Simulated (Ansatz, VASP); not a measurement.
# Sc in VASP and in Ansatz

```
CELL_PARAMETERS angstrom
0.00000 2.30161 2.20954
2.30161 0.00000 2.20954
2.30161 2.30161 0.00000
ATOMIC_POSITIONS crystal
Sc 0.00000 0.00000 0.00000
```

Alike in both runs: task single point; functional PBEsol; k mesh 20 × 20 × 20; occupations gaussian, width 0.15 eV; no spin polarisation.

```csv
,VASP,Ansatz
version,VASP 6.6.1,Ansatz 0.2.0
potentials or method,"VASP PAW PBE potentials, release 64 (Sc_sv)","scalar-relativistic, plane waves, PAW"
plane-wave cutoff (eV),520,420
valence electrons in the cell,11,11
```

|  | VASP | Ansatz | Ansatz less VASP |
| --- | --- | --- | --- |
| gap on the k mesh at the Fermi level (eV) | none | none | - |
| pressure (GPa) | 0.5 | 0.5 | 0.00 |
| largest component of the traceless stress (GPa) | 0.74 | 0.74 | -0.003 |

A gap of «none» marks a metal or a gap that the smearing closes.

Caveats: the PAW data sets were made with another functional, which shifts forces and pressure a little (VASP).
